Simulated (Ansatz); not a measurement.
## Boron (R-3m, 12 atoms a cell): the dielectric response by several routes

Wanted: ε∞ of Boron (R-3m, 12 atoms a cell) from perturbation theory and the RPA step of G0W0, with cost.

Main program and level: Ansatz 0.2.0; linear response on PBE, plane waves, PAW.

## Step 1: The structure

The structure is trigonal, space group R-3m (No. 166). The conventional cell has a = 4.918 Å, b = 4.918 Å, c = 12.581 Å, α = 90.00°, β = 90.00°, γ = 120.00°. Nearest to B lie 6 B at 1.67 to 1.81 Å. Nearest to B lie 5 B at 1.79 to 1.81 Å.

The cell and positions come from the Crystallography Open Database and are kept as given unless a step says otherwise. The default PAW set here is soft_2. Its files were made with PBE.

## Step 2: Response to a homogeneous field

The response to a uniform field gives ε∞, a yardstick for the screening that GW builds on its mesh.

This step: dielectric response by perturbation theory, PBE, plane waves, PAW.

File input.yaml:

```yaml
crystal:
  lattice:
    - [2.45895, 1.4196754444, 4.1935]
    - [-2.45895, 1.4196754444, 4.1935]
    - [0.0, -2.8393508888, 4.1935]
  atoms:
    - { symbol: B, position: [0.01019, 0.65361, 0.01019] }
    - { symbol: B, position: [0.01019, 0.01019, 0.65361] }
    - { symbol: B, position: [0.65361, 0.01019, 0.01019] }
    - { symbol: B, position: [0.98981, 0.34639, 0.98981] }
    - { symbol: B, position: [0.34639, 0.98981, 0.98981] }
    - { symbol: B, position: [0.98981, 0.98981, 0.34639] }
    - { symbol: B, position: [0.22118, 0.6306, 0.22118] }
    - { symbol: B, position: [0.22118, 0.22118, 0.6306] }
    - { symbol: B, position: [0.6306, 0.22118, 0.22118] }
    - { symbol: B, position: [0.77882, 0.3694, 0.77882] }
    - { symbol: B, position: [0.3694, 0.77882, 0.77882] }
    - { symbol: B, position: [0.77882, 0.77882, 0.3694] }
kpoints:
  mp_grid: { grid: [6, 6, 6] }
hamiltonian:
  xc: pbe
scf:
  occupations: { method: fixed }
dielectric: {}
```

Command:

```bash
$ ansatz run input.yaml --threads 3 --pin off --max-ram 64512MiB --backend cuda --events-out ev --progress --plain --runs-dir out --devices 1 --max-vram 24GiB  # rebuilt from the run's record
```

Numbers of over 12 decimals in the logs are rounded to 6 here.

What it wrote:

```text
GPUs: using 1 of 1 available (devices: 1).
Engine: ansatz 0.2.0, x86_64-unknown-linux-gnu
Pseudopotentials: kind: paw
Pseudopotential: B, paw, valence charge 3, recommended cutoff 420 eV (normal), B.paw.azcp
Functional definition: PBE
  parameter kappa = 0.804
  parameter beta = 0.066725
  exchange = pbe_x(kappa = kappa, mu = beta*pi^2/3)
  correlation = pbe_c(beta = beta)
device memory: the entry about to start is reckoned to put 3.2 GiB on a device that reports 71.4 GiB free (of which the cap on the GPU budget leaves the run 24.0 GiB)
GPU FFT provider: cuFFT
GPU libraries: cuBLAS 13.8.1, cuFFT 12.4.0, cuSOLVER 12.3.2
Crystal: 12 atoms, lattice volume = 87.835 Å³
Basis set: ecut = 420 eV, 1731 PW (Γ), exchange–correlation on 72×72×72 points (8 copies of the dense FFT grid, shifted against one another)
Bands: 30, of which v1, the nominal top of the filled ones, is band 18 counted from 1 (17 counted from 0)
Symmetry: 12 space group operations
k-points: 68 of 216 (irreducible under 2 space group operations, time reversal used)
Non-local potential: B, projectors of the file, l = 0: 2, l = 1: 2, l = 2: 1
PAW form: soft (Blöchl's): semilocal exchange-correlation on the pseudo side does not see the compensation charge
PAW one-centre angular grid: B, 110 points (default); XC on 64 Gauss nodes
Initial density: superposition of atomic densities (neutral atoms: chi_scale 0, normalization atom), corrected by the library's trained network
Initial wavefunctions: pseudopotential atomic-orbital guess
GPU buffer pool allocated for 46656 grid points (all kernels)
GPU transforms: local potential and band sums: pruned to the plane-wave sphere, on 36×36×36
Functional: x = pbe(κ = 0.804, μ = 0.219515), c = pbe(β = 0.066725)
SCF iter   1: F=—  HF=-1870.971802 eV  |F-HF|=—  |Δ(HF+E_count)|=         —  Δρ=6.57e-3  dr2=3.46e-2  ethr=1.77e-3  ⟨swp⟩=4.6  Hψ=9427  notcnv=0  defer=657
preconditioner: auto → none  [insulator: Δε(μ)=1.493 eV  Ē_g=12.296 eV  n_scr=14 (ndim 8)  ℏωp=23.8 eV  f_vac=0.000  ε∞_Penn≈4.7]
SCF iter   2: F=—  HF=-1870.963143 eV  |F-HF|=—  |Δ(HF+E_count)|=   8.66e-3  Δρ=2.85e-3  dr2=4.27e-3  ethr=9.61e-5  ⟨swp⟩=2.2  Hψ=3708  notcnv=0  defer=676
SCF iter   3: F=—  HF=-1870.963304 eV  |F-HF|=—  |Δ(HF+E_count)|=   1.61e-4  Δρ=6.67e-4  dr2=5.76e-4  ethr=1.19e-5  ⟨swp⟩=2.0  Hψ=2933  notcnv=0  defer=676
SCF iter   4: F=—  HF=-1870.963228 eV  |F-HF|=—  |Δ(HF+E_count)|=   7.62e-5  Δρ=2.93e-4  dr2=5.58e-5  ethr=1.60e-6  ⟨swp⟩=2.0  Hψ=2660  notcnv=0  defer=675
SCF iter   5: F=—  HF=-1870.963275 eV  |F-HF|=—  |Δ(HF+E_count)|=   4.66e-5  Δρ=8.39e-5  dr2=4.82e-6  ethr=1.55e-7  ⟨swp⟩=2.0  Hψ=2592  notcnv=0  defer=642
SCF iter   6: F=—  HF=-1870.963282 eV  |F-HF|=—  |Δ(HF+E_count)|=   7.80e-6  Δρ=1.44e-5  dr2=1.01e-7  ethr=1.34e-8  ⟨swp⟩=2.1  Hψ=2890  notcnv=0  defer=563
SCF iter   7: F=—  HF=-1870.963282 eV  |F-HF|=—  |Δ(HF+E_count)|=   9.99e-8  Δρ=2.56e-6  dr2=3.90e-9  ethr=2.81e-10  ⟨swp⟩=2.0  Hψ=2678  notcnv=0  defer=563
SCF iter   8: F=-1870.963283 eV  HF=-1870.963283 eV  |F-HF|=1.03e-10  |Δ(HF+E_count)|=   4.58e-9  Δρ=2.84e-7  dr2=5.30e-11  ethr=1.00e-12  ⟨swp⟩=9.0  Hψ=10684  notcnv=0
SCF 1 converged in 8 iterations: F = -1870.963283 eV  dr2 = 5.30e-11
  greatest PAW one-centre occupation: 0.547 electrons in one spin orbital (limit 2), on the B atom at site 4 (counted from 0), in its partial waves of l = 0
the response reads at least the filled bands of the reference SCF and the lowest empty band at each k-point, and that SCF's band table does not vouch for those bands. The notice of the band table in this run's record says why
device memory: the entry about to start is reckoned to put 0.4 GiB on a device that reports 71.3 GiB free (of which the cap on the GPU budget leaves the run 23.9 GiB)
NSCF: frozen V_eff on 1 k-points
device memory: the entry about to start is reckoned to put 0.4 GiB on a device that reports 71.3 GiB free (of which the cap on the GPU budget leaves the run 23.9 GiB)
NSCF: frozen V_eff on 1 k-points
device memory: the entry about to start is reckoned to put 0.4 GiB on a device that reports 71.3 GiB free (of which the cap on the GPU budget leaves the run 23.9 GiB)
NSCF: frozen V_eff on 1 k-points
device memory: the entry about to start is reckoned to put 0.4 GiB on a device that reports 71.3 GiB free (of which the cap on the GPU budget leaves the run 23.9 GiB)
NSCF: frozen V_eff on 1 k-points
device memory: the entry about to start is reckoned to put 0.4 GiB on a device that reports 71.3 GiB free (of which the cap on the GPU budget leaves the run 23.9 GiB)
NSCF: frozen V_eff on 1 k-points
device memory: the entry about to start is reckoned to put 0.1 GiB (of the 0.1 GiB reckoned in all, the device holds 0.1 GiB already) on a device that reports 71.3 GiB free (of which the cap on the GPU budget leaves the run 23.9 GiB)
device memory: the entry about to start is reckoned to put 1.7 GiB (of the 1.7 GiB reckoned in all, the device holds 0.1 GiB already) on a device that reports 71.3 GiB free (of which the cap on the GPU budget leaves the run 23.9 GiB)
DFPT response loops at Γ: preconditioner auto → none (the input reference at scf.mixing.eps_inf says where Resta's filter doesn't serve); β = 0.50; Broyden in place of MSR1
── the response to a field inside a basis, on 6×6×6 k-points: an SCF that follows is theirs, and a resumed run solves both again ──
device memory: the entry about to start is reckoned to put 0.2 GiB on a device that reports 74.1 GiB free (of which the cap on the GPU budget leaves the run 23.9 GiB)
GPU FFT provider: cuFFT
GPU libraries: cuBLAS 13.8.1, cuFFT 12.4.0, cuSOLVER 12.3.2
Bands: 19, of which v1, the nominal top of the filled ones, is band 18 counted from 1 (17 counted from 0)
k-points: 28 of 216
Initial density: handed on by an earlier stage of this run
Initial wavefunctions: pseudopotential atomic-orbital guess (no wavefunctions were taken with the density)
GPU buffer pool allocated for 46656 grid points (all kernels)
GPU transforms: band sums: pruned to the plane-wave sphere, on 36×36×36
Eigensolver: Dense (28 Hₖ)
SCF iter   1: F=—  HF=-1870.952749 eV  |F-HF|=—  |Δ(HF+E_count)|=         —  Δρ=1.55e-4  dr2=3.93e-6  ethr=1.00e-1
preconditioner: auto → none  [insulator: Δε(μ)=1.522 eV  Ē_g=8.372 eV  n_scr=14 (ndim 8)  ℏωp=23.8 eV  f_vac=0.000  ε∞_Penn≈9.1]
SCF iter   2: F=—  HF=-1870.952755 eV  |F-HF|=—  |Δ(HF+E_count)|=   6.30e-6  Δρ=7.79e-5  dr2=9.67e-7  ethr=1.09e-8
SCF iter   3: F=-1870.952758 eV  HF=-1870.952758 eV  |F-HF|=3.13e-8  |Δ(HF+E_count)|=   2.21e-6  Δρ=4.36e-6  dr2=3.88e-8  ethr=2.69e-9
SCF 1 converged in 3 iterations: F = -1870.952758 eV  dr2 = 3.88e-8
  greatest PAW one-centre occupation: 0.546 electrons in one spin orbital (limit 2), on the B atom at site 3 (counted from 0), in its partial waves of l = 0
device memory: the entry about to start is reckoned to put 0.1 GiB on a device that reports 73.9 GiB free (of which the cap on the GPU budget leaves the run 23.9 GiB)
device memory: the entry about to start is reckoned to put 1.8 GiB on a device that reports 73.8 GiB free (of which the cap on the GPU budget leaves the run 23.8 GiB)
DFPT response loops at Γ: mixed as the last ones told, above
SCF converged after 8 iterations
Free energy (F): -1870.963283 eV
Harris-Foulkes:  -1870.963283 eV  (|F-HF|=1.03e-10)
Internal energy: -1870.963283 eV  (E = F + TS)
E sigma→0 (E₀):  -1870.963283 eV
Fermi energy:    8.969928 eV
--- Per-component energies (eV) ---
  E_band       = 90.393523
  E_kinetic    = 594.925524
  E_local      = -369.276496  (includes V_loc(G=0)·N_el)
  E_nonlocal   = 135.599203
  E_hartree    = 111.045403
  E_xc         = -388.071283
  E_vxc        = -460.914461  (∫ρ·V_xc dr)
  E_paw        = -943.207571  (= ΣΔE_a)
  E_vpaw       = -32.030999  (= ΣTr[D̂ρ^β])
  E_aug_tail   = -0.000032  (compensation charges beyond the density's cutoff)
  E_ewald      = -1011.978030
  E_smearing   = -0.000000  (= −TS)
  E_closure    = -0.000000  (closes the sum)
  Σ components = -1870.963283   (vs F -1870.963283, Δ=0.00e0)
--- Band table (eV; the first three rows and the last of 68) ---
  k-point 0: bands = [... 14 lower, 7.5985, 8.1006, 8.1006, 8.6119, 10.4678, 13.4434, 13.4434, 13.6626, ... 8 higher]
  k-point 1: bands = [... 14 lower, 7.2557, 7.6371, 7.7368, 8.2646, 10.7122, 12.4412, 12.8991, 14.1964, ... 8 higher]
  k-point 2: bands = [... 14 lower, 6.4374, 6.6184, 6.9413, 8.3211, 11.0107, 12.6081, 12.7949, 13.2703, ... 8 higher]
  k-point 67: bands = [... 14 lower, 6.0241, 7.1194, 7.1194, 8.9699, 11.5704, 11.7174, 11.7174, 13.8098, ... 8 higher]
--- Dielectric response (ions clamped): 3 representative field directions + reference, inside a basis on a mesh of 216 k-points (Σ response iterations 15) ---
  ε∞ (high-frequency dielectric tensor):
       10.326064    -0.000000     0.000000
        0.000000    10.326064     0.000000
        0.000000     0.000000     7.656778
  Born effective charges Z* (e; rows j = field, columns β = displacement):
    site 0:
        -0.25318   -0.03926   -0.01714
        -0.03926   -0.29852    0.00990
        -0.27630    0.15952    0.05436
    site 1:
        -0.32119    0.00000   -0.00000
         0.00000   -0.23051   -0.01980
         0.00000   -0.31904    0.05436
    site 2:
        -0.25318    0.03926    0.01714
         0.03926   -0.29852    0.00990
         0.27630    0.15952    0.05436
    site 3:
        -0.25318   -0.03926   -0.01714
        -0.03926   -0.29852    0.00990
        -0.27630    0.15952    0.05436
    site 4:
        -0.25318    0.03926    0.01714
         0.03926   -0.29852    0.00990
         0.27630    0.15952    0.05436
    site 5:
        -0.32119    0.00000   -0.00000
         0.00000   -0.23051   -0.01980
         0.00000   -0.31904    0.05436
    site 6:
         0.47701   -0.34842    0.02796
        -0.34842    0.07469   -0.01614
        -0.05456    0.03150   -0.05436
    site 7:
        -0.12647    0.00000    0.00000
         0.00000    0.67817    0.03228
         0.00000   -0.06300   -0.05436
    site 8:
         0.47701    0.34842   -0.02796
         0.34842    0.07469   -0.01614
         0.05456    0.03150   -0.05436
    site 9:
         0.47701   -0.34842    0.02796
        -0.34842    0.07469   -0.01614
        -0.05456    0.03150   -0.05436
    site 10:
         0.47701    0.34842   -0.02796
         0.34842    0.07469   -0.01614
         0.05456    0.03150   -0.05436
    site 11:
        -0.12647    0.00000    0.00000
         0.00000    0.67817    0.03228
         0.00000   -0.06300   -0.05436
  Z* charge neutrality: 9.807e-3 e pre-enforcement
  solved inside a basis spanned on kpoints, on 6×6×6 k-points, its susceptibility summed on 10×10×10: ε∞ is read to err by 4.1e-2, Z* by 5.1e-3 e (field_mesh: kpoints solves on kpoints); Z* is corrected for what the basis lacks
```

Elapsed: 15 s, on 1 × NVIDIA H100 80GB HBM3 (shared by 3 runs) with 3 threads of AMD EPYC 7R13 (Zen 3), shared host; peak memory 1.7 GiB.

The column dr2 measures how far the density is from self-consistency, as an energy; F and HF (Harris–Foulkes) agree once it is small.

Numbers from this step:

- stated error of ε∞: 0.041

One over ε∞ averages 0.11, well under the quarter of exact exchange in PBE0, which by this rule of thumb may open the gap too far.

High-frequency dielectric tensor:

```
10.33  0.00  0.00
 0.00 10.33  0.00
 0.00  0.00  7.66
```

Born effective charge (e), principal values of the symmetric part by kind of site:

```csv
atom,atoms with these values,low,middle,high,mean
B1,6,-0.3212,-0.3094,0.1333,-0.1658
B7,6,-0.1265,-0.0547,0.6785,0.1658
```

In full for B1:

```
-0.2532 -0.0393 -0.0171
-0.0393 -0.2985  0.0099
-0.2763  0.1595  0.0544
```

## Step 3: RPA screening from the G0W0 run

G0W0 replaces the xc potential by the self-energy, built once from these orbitals. Only a window of levels is corrected, while the sums run over the empty bands that the input names.

This step: G0W0 on PBE, plane waves, PAW.

Edit input.yaml of step 2 so:

```diff
@@ -19,3 +19,3 @@
 kpoints:
-  mp_grid: { grid: [6, 6, 6] }
+  mp_grid: { grid: [4, 4, 4] }
 hamiltonian:
@@ -24,2 +24,7 @@
   occupations: { method: fixed }
-dielectric: {}
+gw:
+  n_empty_bands: 366
+  ecut_chi: 150.0
+  qp_bands: [v4, c4]
+  qp_kpoints: band_edges
+  screening: { model: contour_deformation }
```

What it wrote:

```text
GPUs: using 1 of 1 available (devices: 1).
[...]
GPU FFT provider: cuFFT
GPU libraries: cuBLAS 13.8.1, cuFFT 12.4.0, cuSOLVER 12.3.2
Crystal: 12 atoms, lattice volume = 87.835 Å³
Basis set: ecut = 420 eV, 1731 PW (Γ)
Bands: 30, of which v1, the nominal top of the filled ones, is band 18 counted from 1 (17 counted from 0)
[... 1 set-up line as in the run before ...]
[...]
k-points: 13 of 64
[...]
0    22     13.6629    -8.2612    -5.0999   -13.7613  0.7729    14.0633    14.0631  root
[...]
12    19     11.5702    -7.9081    -4.3681   -12.5866  0.7928    11.8814    11.8806  root
    12    20     11.7181    -8.5208    -4.3523   -13.1995  0.7911    12.0454    12.0445  root
    12    21     11.7181    -8.5208    -4.3523   -13.1995  0.7911    12.0454    12.0445  root
    12    22     13.8092    -7.3827    -5.9344   -13.7133  0.7513    14.2082    14.2054  root
[key lines of the parts left out:]
SCF converged after 6 iterations
Free energy (F): -1870.952914 eV
Fermi energy:    8.969952 eV
```

It took 19 s on 1 × NVIDIA H100 80GB HBM3 (shared by 3 runs) with 3 threads; peak memory 1.6 GiB; 28 s of CPU time.

This step gave:

- bands summed: 384
- RPA ε∞ on this mesh (eigenvalues): 7.439, 10.32, 10.32
- plane waves in the screening matrix: 345
- G0W0 gap on the mesh: 1.915 eV
- k of the valence top: -0.5, -0.5, -0.5
- k of the conduction bottom: 0, 0, 0
- starting gap on the mesh: 1.446 eV
- least direct G0W0 gap on the computed points: 2.293 eV

The gap on the mesh goes from 1.45 eV to 1.92 eV, a correction of +0.47 eV, though a band edge has moved to another state.

Mean over the mesh in bins of 0.25 1/Å. The static inverse dielectric function, diagonal by length of q+G:

```csv
length of q+G (Å⁻¹),"static inverse dielectric function, diagonal"
0.37,0.162
0.49,0.154
0.73,0.199
1.01,0.262
1.28,0.324
1.51,0.384
1.75,0.442
2.00,0.503
2.26,0.561
2.51,0.613
2.75,0.659
2.99,0.701
3.25,0.742
3.50,0.778
3.75,0.810
4.01,0.839
4.25,0.864
4.50,0.888
4.75,0.909
5.00,0.927
5.25,0.943
5.51,0.956
5.76,0.966
6.00,0.973
6.20,0.979
```

## Step 4: The values together

Times are wall times on 1 × NVIDIA H100 80GB HBM3 (shared by 3 runs) with 3 threads of AMD EPYC 7R13 (Zen 3), shared host, good to a factor of about two.

```csv
method,mesh,"ε∞, low",middle,high,mean,time
perturbation theory (local fields and xc kernel),6×6×6 (response on 216 points),7.66,10.33,10.33,9.44,15 s
"RPA with local fields, on the GW mesh",4×4×4,7.44,10.32,10.32,9.36,19 s
```

## Step 5: Outcome

```json
{
  "perturbation theory (local fields and xc kernel)": "7.66, 10.33, 10.33",
  "RPA with local fields, on the GW mesh": "7.44, 10.32, 10.32"
}
```

**Reading.** Mean Born effective charge: B1 -0.1658, B7 0.1658 e. The RPA values on the 4×4×4 mesh average 0.99 times those of perturbation theory (means 9.36 and 9.44, which can hide unlike anisotropies). Without the xc kernel RPA should lie a little lower, and the mean does, by little. PBE usually puts the gap too low, which tends to raise ε∞. Ions are clamped, so the lattice part of the static constant is not in these numbers.

[Paths, hosts, dates, memory and timing lines, banners, echoed tables and standing remarks are left out of the program output.]

[Logs are printed without paths, hosts, clocks, repeated set-up lines and the standing remarks that a program may print on its own settings, such as how far it seeks lower states.]

[Runs of the session that timed out or met a known fault of the program may be left out.]

[Cells called generated may have been cut or substituted from an entry of the Crystallography Open Database or the Materials Project.]

[Hosts, paths, dates, database ids (printed as entryN), source tags and the programs' standing remarks are cut or masked in the printed files.]
